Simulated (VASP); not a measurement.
# ZnS (Wurtzite-4H) (P6_3mc) in VASP: settings compared, part 2 of 2

VASP 6.6.1. Earlier steps stand in the parts before.

## 3. Relaxation of cell and atoms, RPBE+D4

The input, INCAR:

```
SYSTEM = ZnS
  PREC = Accurate
  ENCUT = 600
  EDIFF = 1E-6
  ISMEAR = -1
  SIGMA = 0.05
  LREAL = .FALSE.
  LASPH = .TRUE.
  NELM = 100
  ALGO = Normal
  ISIF = 3
  LWAVE = .FALSE.
  LCHARG = .FALSE.
  GGA = RP
  IVDW = 13
  IBRION = 2
  NSW = 60
  EDIFFG = -0.01
```

The input, KPOINTS:

```
Automatic mesh
0
G
  8 8 3
  0 0 0
```

The input, POSCAR:

```
ZnS
1.0
    3.8227000000      0.0000000000      0.0000000000
   -1.9113500000      3.3105553110      0.0000000000
    0.0000000000      0.0000000000     12.5200000000
Zn S
4 4
Direct
    0.6666666667      0.3333333333      0.7500000000
    0.3333333333      0.6666666667      0.2500000000
    0.0000000000      0.0000000000      0.5000000000
    0.0000000000      0.0000000000      0.0000000000
    0.6666666667      0.3333333333      0.9375000000
    0.3333333333      0.6666666667      0.4375000000
    0.0000000000      0.0000000000      0.6875000000
    0.0000000000      0.0000000000      0.1875000000
```

Potentials or basis: VASP PAW PBE potentials, release 64 (Zn, S).

On the command line:

```
> cat potpaw_PBE.64/Zn/POTCAR potpaw_PBE.64/S/POTCAR > POTCAR
> mpirun -np 1 vasp_std > vasp.out
```

OUTCAR:

```text
SYSTEM = ZnS
   PREC = Accurate
   ENCUT = 600
   EDIFF = 1E-6
   ISMEAR = -1
   LREAL = .FALSE.
   LASPH = .TRUE.
   NELM = 100
   ISIF = 3
   GGA = RP
   IVDW = 13
   IBRION = 2
   NSW = 60
   EDIFFG = -0.01

 ion  position               nearest neighbor table
   1  0.667  0.333  0.750-   7 2.34   7 2.34   7 2.34   5 2.35
   2  0.333  0.667  0.250-   8 2.34   8 2.34   8 2.34   6 2.35
   3  0.000  0.000  0.500-   6 2.34   6 2.34   6 2.34   7 2.35
   4  0.000  0.000  0.000-   5 2.34   5 2.34   5 2.34   8 2.35
   5  0.667  0.333  0.938-   4 2.34   4 2.34   4 2.34   1 2.35
   6  0.333  0.667  0.438-   3 2.34   3 2.34   3 2.34   2 2.35
   7  0.000  0.000  0.688-   1 2.34   1 2.34   1 2.34   3 2.35
   8  0.000  0.000  0.188-   2 2.34   2 2.34   2 2.34   4 2.35

  LATTYP: Found a hexagonal cell.
 ALAT       =     3.8227000000
 C/A-ratio  =     3.2751719988

  Lattice vectors:

 A1 = (   3.8227000000,   0.0000000000,   0.0000000000)
 A2 = (  -1.9113500000,   3.3105553110,   0.0000000000)
 A3 = (   0.0000000000,   0.0000000000,  12.5200000000)

Analysis of symmetry for initial positions (statically):
=====================================================================
 Subroutine PRICEL returns:
 Original cell was already a primitive cell.

 Routine SETGRP: Setting up the symmetry group for a
 hexagonal supercell.

 Subroutine GETGRP returns: Found 12 space group operations
 (whereof  6 operations were pure point group operations)
 out of a pool of 24 trial point group operations.

The static configuration has the point symmetry C_3v.
 The point group associated with its full space group is C_6v.

Analysis of symmetry for dynamics (positions and initial velocities):
=====================================================================
 Subroutine PRICEL returns:
 Original cell was already a primitive cell.

 Routine SETGRP: Setting up the symmetry group for a
 hexagonal supercell.

 Subroutine GETGRP returns: Found 12 space group operations
 (whereof  6 operations were pure point group operations)
 out of a pool of 24 trial point group operations.

The dynamic configuration has the point symmetry C_3v.
 The point group associated with its full space group is C_6v.

 Subroutine INISYM returns: Found 12 space group operations
[... 105 lines left out ...]
   LREAL  =      F    real-space projection
   EDIFFG = -.1E-01   stopping-criterion for IOM
   NSW    =     60    number of steps for IOM
   IBRION =      2    ionic relax: 0-MD 1-quasi-New 2-CG
   NFREE  =      1    steps in history (QN), initial steepest desc. (CG)
   ISIF   =      3    stress and relaxation
   ISYM   =      2    0-nonsym 1-usesym 2-fastsym
   POTIM  = 0.5000    time-step for ionic-motion
   TEBEG  =    0.0;   TEEND  =   0.0 temperature during run
   PSTRESS=    0.0 pullay stress
   NELECT =      72.0000    total number of electrons
   NUPDOWN=      -1.0000    fix difference up-down
   EMIN   =  10.00;   EMAX   =-10.00  energy-range for DOS
   EFERMI =   0.00;   METHOD = LEGACY
   ISMEAR =    -1;   SIGMA  =   0.05  broadening in eV -4-tet -1-fermi 0-gaus
   EFERMI_NEDOS =   21; number of points for ismear=-14 and -15
   IALGO  =     38    algorithm
   IMIX   =      4    mixing-type and parameters
     AMIX     =   0.40;   BMIX     =  1.00
     AMIX_MAG =   1.60;   BMIX_MAG =  1.00
  volume/ion in A,a.u.               =      19.81       133.65
  Fermi-wavevector in a.u.,A,eV,Ry     =   1.258618  2.378443 21.553244  1.584119
  Thomas-Fermi vector in A             =   2.392218
   LORBIT       =      0    0 simple, 1 ext, 2 COOP (PROOUT), +10 PAW based schemes
   GGA     = RP    functional components
   LHFCALC =     F    Hartree Fock is set to
   AEXX    =    0.0000 exact exchange contribution
   IVDW    =    13    specifies the selected vdW correction
   LEPSILON=     F    determine dielectric tensor
   LRPA    =     F    only Hartree local field effects (RPA)
 conjugate gradient relaxation of ions
 non-spin polarized calculation
  energy-cutoff  :      600.00
  volume of cell :      158.44
 maximum number of plane-waves:      5324
 NGX is ok and might be reduce to    32
   NGX = 15   NGY = 15   NGZ = 51

--------------------------------------- Ionic step        1  -------------------------------------------

 number of electron      72.0000036 magnetization

 Free energy of the ion-electron system (eV)
  ---------------------------------------------------
  ext. energy  EPLUGINS =         0.00000000
  ---------------------------------------------------
  free energy    TOTEN  =       -24.69940044 eV

  energy without entropy =      -24.69940044  energy(sigma->0) =      -24.69940044

------------------------ aborting loop because EDIFF is reached ----------------------------------------

  DFT-D4 for vdW energy calculation

  Edisp (eV):   -4.76667
[... 175 lines left out ...]
--------------------------------------- Ionic step        5  -------------------------------------------

 number of electron      72.0000025 magnetization

 Free energy of the ion-electron system (eV)
  ---------------------------------------------------
  ext. energy  EPLUGINS =         0.00000000
  ---------------------------------------------------
  free energy    TOTEN  =       -24.57763395 eV

  energy without entropy =      -24.57763395  energy(sigma->0) =      -24.57763395

 E-fermi :   3.4614     XC(G=0):  -9.5092

 val. band max:        2.4228114957   @ k =   0.0000   0.0000   0.0000
 cond. band min:       4.8338295960   @ k =   0.0000   0.0000   0.0000
 fundamental gap:      2.4110181003
 Fermi energy:         3.4613752941

 k-point     1 :       0.0000    0.0000    0.0000
  band No.  band energies     occupation
      1     -10.8610      2.00000
      2     -10.4313      2.00000
      3     -10.4198      2.00000
      4      -9.9040      2.00000
      5      -3.9567      2.00000
      6      -3.9510      2.00000
[... 948 lines left out ...]
  FREE ENERGIE OF THE ION-ELECTRON SYSTEM (eV)
  ---------------------------------------------------
  free  energy   TOTEN  =       -29.4882850150 eV

  energy  without entropy=      -29.4882850149  energy(sigma->0) =      -29.48828501

 reached required accuracy - stopping structural energy minimisation
```

OSZICAR:

```text
N       E                     dE             d eps       ncg     rms          rms(c)
DAV:   1     0.621387348434E+03    0.62139E+03   -0.36732E+04  1720   0.222E+03
DAV:   2     0.599117535798E+02   -0.56148E+03   -0.54677E+03  1728   0.483E+02
DAV:   3    -0.221509679985E+02   -0.82063E+02   -0.80984E+02  1900   0.166E+02
[... 46 lines left out ...]
       N       E                     dE             d eps       ncg     rms          rms(c)
DAV:   1    -0.245776238596E+02   -0.12211E-03   -0.22447E-03  1732   0.205E-01    0.287E-02
DAV:   2    -0.245776357976E+02   -0.11938E-04   -0.15621E-04  2253   0.889E-02    0.121E-02
DAV:   3    -0.245776345799E+02    0.12177E-05   -0.40495E-06  1769   0.214E-02    0.984E-03
DAV:   4    -0.245776339549E+02    0.62495E-06   -0.14928E-06  1224   0.232E-02
   5 F= -.29488285E+02 E0= -.29488285E+02  d E =-.287076E-04
```

CONTCAR:

```text
ZnS
   1.00000000000000
     3.7924449487924599    0.0000000000000000    0.0000000000000000
    -1.8962224743962299    3.2843536680625811   -0.0000000000000000
     0.0000000000000000   -0.0000000000000000   12.4096631912802575
  Zn              S
     4     4
Direct
     0.6666666667000030    0.3333333332999970    0.7500152708084978
     0.3333333332999970    0.6666666667000030    0.2500152708084978
     0.0000000000000000    1.0000000000000000    0.5000740133948886
     0.0000000000000000    0.0000000000000000    0.0000740133948887
     0.6666666667000030    0.3333333332999970    0.9375997075526091
     0.3333333332999970    0.6666666667000030    0.4375997075526091
     0.0000000000000000    0.0000000000000000    0.6873110082440045
     0.0000000000000000    1.0000000000000000    0.1873110082440043

  0.00000000E+00  0.00000000E+00  0.00000000E+00
  0.00000000E+00  0.00000000E+00  0.00000000E+00
  0.00000000E+00  0.00000000E+00  0.00000000E+00
  0.00000000E+00  0.00000000E+00  0.00000000E+00
  0.00000000E+00  0.00000000E+00  0.00000000E+00
  0.00000000E+00  0.00000000E+00  0.00000000E+00
  0.00000000E+00  0.00000000E+00  0.00000000E+00
  0.00000000E+00  0.00000000E+00  0.00000000E+00
```

It took 5.2 min on 1 thread of Intel Xeon 6975P-C (Granite Rapids), shared host; peak memory 0.38 GiB.

Results:

```yaml
Free_energy: -29.4883 eV
Relaxed_volume: 19.32 Å³/atom
Relaxed_cell: a = 3.792 Å, b = 3.792 Å, c = 12.410 Å, α = 90.00°, β = 90.00°, γ = 120.00°
Space_group_after_relaxing_to_0.05_Å: P6_3mc (No. 186)
Energy_gained_by_relaxing: 2.8 meV/atom
Ionic_steps: 5
Pressure_after_relaxing: 0.0 GPa
Largest_force_after_relaxing: 0.007 eV/Å
Band_gap_on_the_k_mesh: 2.41 eV, direct
Dispersion_energy_per_atom: -0.614 eV
```

Forces in eV/Å, atoms in the order of the input:
```
Zn   0.000  0.000  0.001
Zn   0.000  0.000  0.001
Zn   0.000  0.000  0.001
Zn   0.000  0.000  0.001
S    0.000  0.000  0.005
S    0.000  0.000  0.005
S    0.000  0.000 -0.007
S    0.000  0.000 -0.007
```

The path:
```tsv
step	energy change (eV)	largest force (eV/Å)	pressure (GPa)	volume (Å³)
1	0.0000	0.0385	-1.55	158.44
2	-0.0219	0.0121	0.21	154.10
3	-0.0222	0.0146	0.05	154.46
4	-0.0222	0.0152	-0.01	154.57
5	-0.0222	0.0069	-0.01	154.57
```

Final structure:
```
Zn S
1.0
     3.79244    0.00000    0.00000
    -1.89622    3.28435    0.00000
     0.00000    0.00000   12.40966
Zn S
4 4
Direct
  0.66667 0.33333 0.75002
  0.33333 0.66667 0.25002
  0.00000 0.00000 0.50007
  0.00000 0.00000 0.00007
  0.66667 0.33333 0.93760
  0.33333 0.66667 0.43760
  0.00000 0.00000 0.68731
  0.00000 0.00000 0.18731
```

Levels at points of the mesh, in eV from the valence-band top:
```
           k point  band 32  band 33  band 34  band 35  band 36  band 37  band 38  band 39  band 40  band 41
(0.00, 0.00, 0.00)    -0.47    -0.47    -0.04     0.00     0.00     2.41     3.35     3.57     3.83     6.39
(0.50, 0.00, 0.00)    -1.65    -1.64    -1.61    -1.14    -0.90     3.45     3.49     3.87     4.46     4.98
```

Caveat: the PAW data sets were made with another functional, which shifts forces and pressure a little; an odd mesh through Γ misses points on the zone boundary, where band edges often lie.

## 4. For comparison

An earlier run on the cell as given: functional PBE; potentials or basis VASP PAW PBE potentials, release 64 (Zn, S); cutoff 520 eV; k mesh 8 × 8 × 3; occupations fermi-dirac, width 0.05 eV; no spin polarisation.

* Pressure: 1.5 GPa
* Largest force: 0.044 eV/Å
* Band gap on the k mesh: 2.13 eV, direct

## 5. The runs side by side

| task | level | cell | cutoff (eV) | gap on the mesh (eV) | pressure (GPa) | relaxed volume (Å³/atom) | largest force (eV/Å) |
| --- | --- | --- | --- | --- | --- | --- | --- |
| relaxation of cell and atoms | RPBE+D3(BJ) | relaxed | 600 | 2.69 | -0.1 | 18.19 | - |
| relaxation of cell and atoms | RPBE+D4 | relaxed | 600 | 2.41 | 0.0 | 19.32 | 0.01 |
| single point | PBE | as given | 520 | 2.13 | 1.5 | - | 0.04 |

Alike in all rows: potentials or basis VASP PAW PBE potentials, release 64 (Zn, S); no spin polarisation; k mesh 8 × 8 × 3; smearing fermi-dirac 0.05 eV.

Caveats: an odd mesh through Γ misses points on the zone boundary, where band edges often lie; the PAW data sets were made with another functional, which shifts forces and pressure a little (some runs).

Total energies depend on the potentials used, so only differences within one code and one set of settings carry meaning.
